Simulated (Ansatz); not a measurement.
# Rutile SnO2, size series (72 atoms): support functions against a reference

Aim: test how closely localised support functions follow the reference on rutile SnO2, size series (72 atoms), and at what cost. A setting counts as converged where the r.m.s. difference of forces stays under 1 % of the r.m.s. force.

Method: Kohn-Sham DFT, PBE, PAW (set soft_2), plane waves, in Ansatz 0.2.0.

## (1) The structure

The cell holds 72 atoms: 24 Sn and 48 O. Cell: a = 9.474 Å, b = 9.474 Å, c = 9.558 Å, α = 90.0°, β = 90.0°, γ = 90.0°. It derives from SnO2 (rutile), repeated 2×2×3. Rutile SnO2 (cell 4.737, 4.737, 3.186, 90, 90, 90), 2 x 2 x 3 conventional cells; ideal positions.

Before any run, some limits are plain. Sampling is at Γ alone, for a cell whose shortest periodic width is 9 Å.

## (2) Plane-wave single point

This run is the reference for what follows, at a cutoff of 420 eV.

Contents of input.yaml:

```yaml
crystal:
  lattice:
    - [9.474, 0.0, 0.0]
    - [0.0, 9.474, 0.0]
    - [0.0, 0.0, 9.558]
  atoms:
    - { symbol: Sn, position: [0.0, 0.0, 0.0] }
    - { symbol: Sn, position: [0.25, 0.25, 0.16667] }
    - { symbol: O, position: [0.1535, 0.1535, 0.0] }
    - { symbol: O, position: [0.3465, 0.3465, 0.0] }
    - { symbol: O, position: [0.0965, 0.4035, 0.16667] }
    - { symbol: O, position: [0.4035, 0.0965, 0.16667] }
    - { symbol: Sn, position: [0.0, 0.0, 0.33333] }
    - { symbol: Sn, position: [0.25, 0.25, 0.5] }
    - { symbol: O, position: [0.1535, 0.1535, 0.33333] }
    - { symbol: O, position: [0.3465, 0.3465, 0.33333] }
    - { symbol: O, position: [0.0965, 0.4035, 0.5] }
    - { symbol: O, position: [0.4035, 0.0965, 0.5] }
    - { symbol: Sn, position: [0.0, 0.0, 0.66667] }
    - { symbol: Sn, position: [0.25, 0.25, 0.83333] }
    - { symbol: O, position: [0.1535, 0.1535, 0.66667] }
    - { symbol: O, position: [0.3465, 0.3465, 0.66667] }
    - { symbol: O, position: [0.0965, 0.4035, 0.83333] }
    - { symbol: O, position: [0.4035, 0.0965, 0.83333] }
    - { symbol: Sn, position: [0.0, 0.5, 0.0] }
    - { symbol: Sn, position: [0.25, 0.75, 0.16667] }
    - { symbol: O, position: [0.1535, 0.6535, 0.0] }
    - { symbol: O, position: [0.3465, 0.8465, 0.0] }
    - { symbol: O, position: [0.0965, 0.9035, 0.16667] }
    - { symbol: O, position: [0.4035, 0.5965, 0.16667] }
    - { symbol: Sn, position: [0.0, 0.5, 0.33333] }
    - { symbol: Sn, position: [0.25, 0.75, 0.5] }
    - { symbol: O, position: [0.1535, 0.6535, 0.33333] }
    - { symbol: O, position: [0.3465, 0.8465, 0.33333] }
    - { symbol: O, position: [0.0965, 0.9035, 0.5] }
    - { symbol: O, position: [0.4035, 0.5965, 0.5] }
    - { symbol: Sn, position: [0.0, 0.5, 0.66667] }
    - { symbol: Sn, position: [0.25, 0.75, 0.83333] }
    - { symbol: O, position: [0.1535, 0.6535, 0.66667] }
    - { symbol: O, position: [0.3465, 0.8465, 0.66667] }
    - { symbol: O, position: [0.0965, 0.9035, 0.83333] }
    - { symbol: O, position: [0.4035, 0.5965, 0.83333] }
    - { symbol: Sn, position: [0.5, 0.0, 0.0] }
    - { symbol: Sn, position: [0.75, 0.25, 0.16667] }
    - { symbol: O, position: [0.6535, 0.1535, 0.0] }
    - { symbol: O, position: [0.8465, 0.3465, 0.0] }
    - { symbol: O, position: [0.5965, 0.4035, 0.16667] }
    - { symbol: O, position: [0.9035, 0.0965, 0.16667] }
    - { symbol: Sn, position: [0.5, 0.0, 0.33333] }
    - { symbol: Sn, position: [0.75, 0.25, 0.5] }
    - { symbol: O, position: [0.6535, 0.1535, 0.33333] }
    - { symbol: O, position: [0.8465, 0.3465, 0.33333] }
    - { symbol: O, position: [0.5965, 0.4035, 0.5] }
    - { symbol: O, position: [0.9035, 0.0965, 0.5] }
    - { symbol: Sn, position: [0.5, 0.0, 0.66667] }
    - { symbol: Sn, position: [0.75, 0.25, 0.83333] }
    - { symbol: O, position: [0.6535, 0.1535, 0.66667] }
    - { symbol: O, position: [0.8465, 0.3465, 0.66667] }
    - { symbol: O, position: [0.5965, 0.4035, 0.83333] }
    - { symbol: O, position: [0.9035, 0.0965, 0.83333] }
    - { symbol: Sn, position: [0.5, 0.5, 0.0] }
    - { symbol: Sn, position: [0.75, 0.75, 0.16667] }
    - { symbol: O, position: [0.6535, 0.6535, 0.0] }
    - { symbol: O, position: [0.8465, 0.8465, 0.0] }
    - { symbol: O, position: [0.5965, 0.9035, 0.16667] }
    - { symbol: O, position: [0.9035, 0.5965, 0.16667] }
    - { symbol: Sn, position: [0.5, 0.5, 0.33333] }
    - { symbol: Sn, position: [0.75, 0.75, 0.5] }
    - { symbol: O, position: [0.6535, 0.6535, 0.33333] }
    - { symbol: O, position: [0.8465, 0.8465, 0.33333] }
    - { symbol: O, position: [0.5965, 0.9035, 0.5] }
    - { symbol: O, position: [0.9035, 0.5965, 0.5] }
    - { symbol: Sn, position: [0.5, 0.5, 0.66667] }
    - { symbol: Sn, position: [0.75, 0.75, 0.83333] }
    - { symbol: O, position: [0.6535, 0.6535, 0.66667] }
    - { symbol: O, position: [0.8465, 0.8465, 0.66667] }
    - { symbol: O, position: [0.5965, 0.9035, 0.83333] }
    - { symbol: O, position: [0.9035, 0.5965, 0.83333] }
kpoints:
  mp_grid: { grid: [1, 1, 1] }
hamiltonian:
  xc: pbe
scf:
  occupations: { method: fixed }
output:
  forces: true
  stress: true
  populations: true
  dos:
    method: { smearing: { sigma: 0.15 } }
    de: 0.1
    projected: { site_lists: { O: [O], Sn: [Sn] } }
  eigenvalues: true
  write_density: true
  write_potential: true
  volumetric_format: npy
  elf: true
```

Started as:

```bash
ansatz run input.yaml --threads 4 --pin off --max-ram 8192MiB --backend cpu --events-out ev --progress --plain --runs-dir out
```

The program printed:

```text
Warning: the atoms were moved onto the symmetric positions of the space group found under crystal.symmetry.tolerance 1.0e-5 (fractional; no operation is sought that the atoms, as they stand in a round, miss by more than twice it, and no atom is moved by as much as it), and the run uses the moved positions. [...]
Engine: ansatz 0.2.0, x86_64-unknown-linux-gnu
Pseudopotentials: kind: paw
Pseudopotential: Sn, paw, valence charge 14, recommended cutoff 420 eV (normal), Sn.paw.azcp
Pseudopotential: O, paw, valence charge 6, recommended cutoff 420 eV (normal), O.paw.azcp
Functional definition: PBE
  parameter kappa = 0.804
  parameter beta = 0.066725
  exchange = pbe_x(kappa = kappa, mu = beta*pi^2/3)
  correlation = pbe_c(beta = beta)
Crystal: 72 atoms, lattice volume = 857.894 Å³
Basis set: ecut = 420 eV, 16839 PW (Γ), exchange–correlation on 128×128×128 points (8 copies of the dense FFT grid, shifted against one another)
Bands: 384, of which v1, the nominal top of the filled ones, is band 312 counted from 1 (311 counted from 0)
Symmetry: 192 space group operations
Space group: P42/mnm (ITA 136), of the structure as read, at distance tolerance 9.5e-5 Å
k-points: 1
Non-local potential: Sn, projectors of the file, l = 0: 2, l = 1: 2, l = 2: 2, l = 3: 2
Non-local potential: O, projectors of the file, l = 0: 2, l = 1: 2, l = 2: 1
PAW form: soft (Blöchl's): semilocal exchange-correlation on the pseudo side does not see the compensation charge
PAW one-centre angular grid: Sn, 590 points (default); XC on 64 Gauss nodes
PAW one-centre angular grid: O, 110 points (default); XC on 64 Gauss nodes
Initial density: superposition of atomic densities (neutral atoms: chi_scale 0, normalization atom), corrected by the library's trained network
Initial wavefunctions: pseudopotential atomic-orbital guess
Functional: x = pbe(κ = 0.804, μ = 0.219515), c = pbe(β = 0.066725)
SCF iter   1: F=—  HF=-171812.910035 eV  |F-HF|=—  |Δ(HF+E_count)|=         —  Δρ=1.72e-3  dr2=1.08e-2  ethr=1.77e-3  ⟨swp⟩=4.0  Hψ=1389  notcnv=0  defer=67
preconditioner: auto → Resta (q_TF=auto, 2.587 Å⁻¹)  ε∞=3.6  [insulator: Δε(μ)=1.287 eV  Ē_g=19.748 eV  n_scr=250 (ndim 8)  ℏωp=31.7 eV  f_vac=0.027  ε∞_Penn≈3.6]
SCF iter   2: F=—  HF=-171812.923442 eV  |F-HF|=—  |Δ(HF+E_count)|=   1.34e-2  Δρ=7.85e-4  dr2=1.78e-3  ethr=1.74e-6  ⟨swp⟩=3.0  Hψ=761  notcnv=0  defer=67
SCF iter   3: F=—  HF=-171812.926803 eV  |F-HF|=—  |Δ(HF+E_count)|=   3.36e-3  Δρ=2.43e-4  dr2=2.40e-4  ethr=2.85e-7  ⟨swp⟩=3.0  Hψ=612  notcnv=0  defer=67
SCF iter   4: F=—  HF=-171812.926812 eV  |F-HF|=—  |Δ(HF+E_count)|=   8.83e-6  Δρ=3.13e-5  dr2=6.72e-6  ethr=3.85e-8  ⟨swp⟩=3.0  Hψ=713  notcnv=0  defer=67
SCF iter   5: F=—  HF=-171812.927685 eV  |F-HF|=—  |Δ(HF+E_count)|=   8.73e-4  Δρ=1.02e-5  dr2=5.17e-7  ethr=1.08e-9  ⟨swp⟩=2.0  Hψ=629  notcnv=0  defer=67
SCF iter   6: F=-171812.927686 eV  HF=-171812.927686 eV  |F-HF|=1.71e-8  |Δ(HF+E_count)|=   7.18e-7  Δρ=2.01e-6  dr2=1.91e-8  ethr=1.60e-11  ⟨swp⟩=19.0  Hψ=3031  notcnv=0
SCF 1 converged in 6 iterations: F = -171812.927686 eV  dr2 = 1.91e-8
  greatest PAW one-centre occupation: 0.996 electrons in one spin orbital (limit 2), on the Sn atom at site 67 (counted from 0), in its partial waves of l = 2
SCF converged after 6 iterations
Free energy (F): -171812.927686 eV
Harris-Foulkes:  -171812.927686 eV  (|F-HF|=1.71e-8)
Internal energy: -171812.927686 eV  (E = F + TS)
E sigma→0 (E₀):  -171812.927686 eV
Fermi energy:    9.555275 eV
--- Per-component energies (eV) ---
  E_band       = -1364.047311
  E_kinetic    = 13026.254555
  E_local      = -34318.436949  (includes V_loc(G=0)·N_el)
  E_nonlocal   = 1620.681149
  E_hartree    = 17892.424785
  E_xc         = -12657.441564
  E_vxc        = -6766.504295  (∫ρ·V_xc dr)
  E_paw        = -107170.457944  (= ΣΔE_a)
  E_vpaw       = -10711.017365  (= ΣTr[D̂ρ^β])
  E_aug_tail   = 0.120403  (compensation charges beyond the density's cutoff)
  E_ewald      = -50206.072121
  E_smearing   = -0.000000  (= −TS)
  E_closure    = 0.000000  (closes the sum)
  Σ components = -171812.927686   (vs F -171812.927686, Δ=0.00e0)
--- Forces (eV/Å), atoms counted from 1 ---
  atom   1  Sn     0.00000000     0.00000000     0.00000000
  atom   2  Sn     0.00000000    -0.00000000     0.00000000
  atom   3  O     -0.17765776    -0.17765776     0.00000000
  atom   4  O      0.17765776     0.17765776     0.00000000
  atom   5  O      0.17765776    -0.17765776     0.00000000
  atom   6  O     -0.17765776     0.17765776    -0.00000000
  atom   7  Sn    -0.00000000    -0.00000000     0.00000000
  atom   8  Sn     0.00000000    -0.00000000     0.00000000
  atom   9  O     -0.17765776    -0.17765776     0.00000000
  atom  10  O      0.17765776     0.17765776     0.00000000
  atom  11  O      0.17765776    -0.17765776     0.00000000
  atom  12  O     -0.17765776     0.17765776     0.00000000
  atom  13  Sn     0.00000000    -0.00000000     0.00000000
  atom  14  Sn     0.00000000    -0.00000000     0.00000000
[...]
atom  71  O      0.17765776    -0.17765776     0.00000000
  atom  72  O     -0.17765776     0.17765776     0.00000000
  max |Σ_I F_I| component: 5.55e-16 eV/Å
--- Stress (GPa, compression-positive) ---
        9.773897       0.000000      -0.000000
        0.000000       9.773897       0.000000
        0.000000      -0.000000      13.133011
  P = ⅓ Tr σ = 10.8936 GPa (108.936 kbar)
--- Band table (eV) ---
  k-point 0: bands = ["-11.5855", "-11.3770", "-11.3770", "-11.3770", [... 368 levels ...], "20.1812", "20.1812", "20.1812", "20.1831", "20.5387", "20.5387", "20.5387", "20.5387", "20.5702", "20.5702", "20.5712", "20.5712"]
--- Löwdin populations: 72 sites ---
  site symbol       q [e]
     0     Sn     12.2391
     1     Sn     12.2391
     2      O      6.8141
[...]
71      O      6.8141
  spilling = 0.005100 (of n_electrons = 624.000000)
```

The job ended after 7.1 s (4 threads of Intel Xeon 6975P-C (Granite Rapids), shared host; peak memory 1.2 GiB).

In the SCF lines HF is the Harris–Foulkes energy and dr2 the Hartree energy of the density residual, in eV; the loop may stop once dr2 is under the threshold and the program's other checks hold. Hψ counts applications of the Hamiltonian.

The program notes that positions were snapped to a detected symmetry.

The run gave:

| Item | Value |
| --- | --- |
| free energy | -171812.9277 eV |
| free energy per atom | -2386.2907 eV/atom |
| SCF cycles | 6 |
| pressure | 10.89 GPa |
| r.m.s. force component | 0.1184 eV/Å |
| longest force | 0.2512 eV/Å |
| Fermi energy | 9.555 eV |
| gap (highest filled to lowest empty level) | 1.273 eV |
| spilling of the projection | 0.0051 |

The r.m.s. force component of 0.12 eV/Å and the pressure of 11 GPa set the scale for the differences below.

## (3) Support functions low

The cell is solved in localised support functions.

This step: Kohn-Sham DFT, PBE, PAW (set soft_2), localised support functions (low) (Ansatz 0.2.0).

input.yaml, the sections that differ from step 2:

```yaml
scf:
  occupations: { method: fixed }
  eigensolver: { kind: { support_functions: { accuracy: low } } }
  max_iter: 150
output:
  forces: true
  eigenvalues: true
# crystal, kpoints, hamiltonian: as in step 2
```

The program printed:

```text
Warning: scf.eigensolver.kind.support_functions: disabling space-group detection — the functions' gradient is summed over unrotated k-points, so no spatial operation reduces the k-mesh or symmetrises the density; time reversal is kept, so that k and −k are solved as one point where they differ and the mesh holds both, and exact exchange and, on two spinor components, a DFT+U term hold to it where the run has them: [...]
settings of this run that can trade accuracy for cost: scf.eigensolver.kind.support_functions; scf.eigensolver.kind.support_functions.accuracy: low [...]
[...]
Crystal: 72 atoms, lattice volume = 857.894 Å³
Basis set: ecut = 420 eV, 16839 PW (Γ), exchange–correlation on 144×144×144 points (8 copies of the dense FFT grid, shifted against one another)
Bands: 375, of which v1, the nominal top of the filled ones, is band 312 counted from 1 (311 counted from 0)
Symmetry: 1 space group operations
k-points: 1
[...]
SCF iter   1: F=—  HF=-171732.063830 eV  |F-HF|=—  |Δ(HF+E_count)|=         —  Δρ=1.13e-1  dr2=7.07e1  ethr=1.00e-1
[...]
SCF iter   9: F=—  HF=-171813.388431 eV  |F-HF|=—  |Δ(HF+E_count)|=   4.42e-3  Δρ=6.17e-5  dr2=2.22e-5  ethr=2.70e-8  κ⁻¹=1.0e-6(r=7)
SCF iter  10: F=-171813.391541 eV  HF=-171813.391545 eV  |F-HF|=3.56e-6  |Δ(HF+E_count)|=   3.11e-3  Δρ=3.21e-5  dr2=5.35e-6  ethr=3.56e-9
SCF 1 converged in 10 iterations: F = -171813.420760 eV  dr2 = 5.35e-6
[...]
SCF converged after 10 iterations
Stability not checked: this state was not tested for a lower state beside it, because the mixer in use, unlike msr1, does not test its closes by its own steps (another_mixer; see scf.mixing.algorithm and scf.lower_state_search)
Free energy (F): -171813.420760 eV
[...]
Internal energy: -171813.420760 eV  (E = F + TS)
E sigma→0 (E₀):  -171813.420760 eV
Fermi energy:    9.554599 eV
[...]
Σ components = -171813.420760   (vs F -171813.420760, Δ=0.00e0)
--- Forces (eV/Å), atoms counted from 1 ---
  atom   1  Sn     0.00003252     0.00003252     0.00023633
  atom   2  Sn    -0.00000111    -0.00000111    -0.00123749
  atom   3  O     -0.17637195    -0.17637195    -0.00007901
  atom   4  O      0.17647417     0.17647417    -0.00015326
[...]
atom  72  O     -0.17649010     0.17628090     0.00062329
  max |Σ_I F_I| component: 1.11e-3 eV/Å
--- Band table (eV) ---
[...]
```

Run time: 64 s. Hardware: 4 threads; peak memory 3.1 GiB; 3.5 min of CPU time.

The program notes that the band table was not solved further than the SCF left it and it switched symmetry off.

Keys that differ from the reference: support_functions.accuracy = "low" and scf.max_iter = 150.

Forces differ from the reference by 1.0 meV/Å r.m.s., 0.86 % of their size, within a tolerance of 1 %; the energy by -6.8 meV/atom. It took roughly 9.1 times the reference's time (one timing each, with unlike analyses asked), in 10 cycles against 6.

## (4) Support functions medium

The cell is solved in localised support functions. Besides, the program derives a nominal cutoff of 464 eV for this run, against the reference's 420.

This step: Kohn-Sham DFT, PBE, PAW (set soft_2), localised support functions (medium) (Ansatz 0.2.0).

input.yaml, the sections that differ from step 3:

```yaml
scf:
  occupations: { method: fixed }
  eigensolver: { kind: { support_functions: { accuracy: medium } } }
  max_iter: 150
# crystal, kpoints, hamiltonian, output: as in step 3
```

The program printed:

```text
[...]
Warning: basis.ecutwfc = 464 eV, auto-derived: no grid that the accuracy of the support functions lays serves the files at the lower one that their records recommend; a deck with other species or settings can derive another value
[...]
Crystal: 72 atoms, lattice volume = 857.894 Å³
Basis set: ecut = 464 eV, 19493 PW (Γ), exchange–correlation on 144×144×144 points (8 copies of the dense FFT grid, shifted against one another)
Bands: 375, of which v1, the nominal top of the filled ones, is band 312 counted from 1 (311 counted from 0)
Symmetry: 1 space group operations
k-points: 1
[...]
SCF iter   1: F=—  HF=-171732.065470 eV  |F-HF|=—  |Δ(HF+E_count)|=         —  Δρ=1.13e-1  dr2=7.07e1  ethr=1.00e-1
[...]
SCF iter  10: F=—  HF=-171813.391898 eV  |F-HF|=—  |Δ(HF+E_count)|=   3.11e-3  Δρ=3.21e-5  dr2=5.35e-6  ethr=3.56e-9  κ⁻¹=3.8e-7(r=7)
SCF iter  11: F=-171813.394271 eV  HF=-171813.394271 eV  |F-HF|=6.74e-8  |Δ(HF+E_count)|=   2.37e-3  Δρ=6.92e-6  dr2=4.68e-7  ethr=8.57e-10
SCF 1 converged in 11 iterations: F = -171813.421125 eV  dr2 = 4.68e-7
[...]
SCF converged after 11 iterations
[...]
Free energy (F): -171813.421125 eV
[...]
Internal energy: -171813.421125 eV  (E = F + TS)
E sigma→0 (E₀):  -171813.421125 eV
Fermi energy:    9.554299 eV
[...]
Σ components = -171813.421125   (vs F -171813.421125, Δ=0.00e0)
--- Forces (eV/Å), atoms counted from 1 ---
  atom   1  Sn     0.00002250     0.00002250     0.00024305
  atom   2  Sn     0.00007328     0.00007328    -0.00118081
  atom   3  O     -0.17636276    -0.17636276    -0.00009115
  atom   4  O      0.17639758     0.17639758    -0.00014928
[...]
atom  72  O     -0.17649463     0.17631144     0.00064076
  max |Σ_I F_I| component: 1.35e-3 eV/Å
--- Band table (eV) ---
[...]
```

Wall time 1.8 min (4 threads); peak memory 3.1 GiB.

Keys that differ from the reference: support_functions.accuracy = "medium" and scf.max_iter = 150.

Forces differ from the reference by 1.0 meV/Å r.m.s., 0.84 % of their size, within a tolerance of 1 %; the energy by -6.9 meV/atom. It took roughly 15 times the reference's time (one timing each, with unlike analyses asked), in 11 cycles against 6.

## (5) Support functions medium, spacing 0.33 Å

The grid spacing sets how fine a wave the support functions can hold. Besides, the program derives a nominal cutoff of 464 eV for this run, against the reference's 420.

input.yaml, the sections that differ from step 4:

```yaml
scf:
  occupations: { method: fixed }
  eigensolver: { kind: { support_functions: { accuracy: medium, spacing: 0.33 } } }
  max_iter: 150
# crystal, kpoints, hamiltonian, output: as in step 4
```

The program printed:

```text
[...]
Crystal: 72 atoms, lattice volume = 857.894 Å³
Basis set: ecut = 464 eV, 19493 PW (Γ), exchange–correlation on 144×144×144 points (8 copies of the dense FFT grid, shifted against one another)
Bands: 375, of which v1, the nominal top of the filled ones, is band 312 counted from 1 (311 counted from 0)
Symmetry: 1 space group operations
k-points: 1
[...]
SCF iter   1: F=—  HF=-171725.431551 eV  |F-HF|=—  |Δ(HF+E_count)|=         —  Δρ=1.10e-1  dr2=6.64e1  ethr=1.00e-1
[...]
SCF iter  11: F=-171811.095430 eV  HF=-171811.095430 eV  |F-HF|=3.77e-7  |Δ(HF+E_count)|=   2.97e-3  Δρ=1.21e-5  dr2=7.84e-7  ethr=1.26e-9
SCF 1 converged in 11 iterations: F = -171811.130508 eV  dr2 = 7.84e-7
[...]
SCF converged after 11 iterations
[...]
Free energy (F): -171811.130508 eV
[...]
Internal energy: -171811.130508 eV  (E = F + TS)
E sigma→0 (E₀):  -171811.130508 eV
Fermi energy:    9.553223 eV
[...]
--- Forces (eV/Å), atoms counted from 1 ---
  atom   1  Sn     0.00042819     0.00042819     0.00044189
  atom   2  Sn     0.00047175     0.00047175    -0.00277626
  atom   3  O     -0.21323640    -0.21323640    -0.00043438
  atom   4  O      0.21258797     0.21258797     0.00013979
  atom   5  O      0.12804288    -0.12750736    -0.00080872
  atom   6  O     -0.12750736     0.12804288    -0.00080872
  atom   7  Sn     0.00056416     0.00056416     0.00105925
  atom   8  Sn     0.00030855     0.00030855     0.00046463
  atom   9  O     -0.21284665    -0.21284665     0.00155241
  atom  10  O      0.21267243     0.21267243     0.00137763
  atom  11  O      0.12803546    -0.12810909     0.00014629
  atom  12  O     -0.12810909     0.12803546     0.00014629
  atom  13  Sn     0.00039635     0.00039635    -0.00080009
  atom  14  Sn     0.00019284     0.00019284     0.00116243
[...]
atom  71  O      0.12903473    -0.12866948     0.00067318
  atom  72  O     -0.12866948     0.12903473     0.00067318
  max |Σ_I F_I| component: 3.44e-3 eV/Å
--- Band table (eV) ---
[...]
```

It took 77 s on 4 threads; peak memory 1.8 GiB; 2.6 min of CPU time.

The program notes that the grid leaves an egg-box force.

Forces differ from the reference by 29 meV/Å r.m.s., 24 % of their size, far over a tolerance of 1 %; the energy by +25 meV/atom and the gap by -0.024 eV. It took roughly 11 times the reference's time (one timing each, with unlike analyses asked), in 11 cycles against 6. The setting is coarser than the default on purpose.

(Continued in part 2 of 2.)

[Long decimals in the printed logs are rounded to 6 places.]

[Logs are printed without paths, hosts, clocks, repeated set-up lines and the standing remarks that a program may print on its own settings, such as how far it seeks lower states.]

[Hosts, paths, dates, database ids (printed as entryN), source tags and the programs' standing remarks are cut or masked in the printed files.]
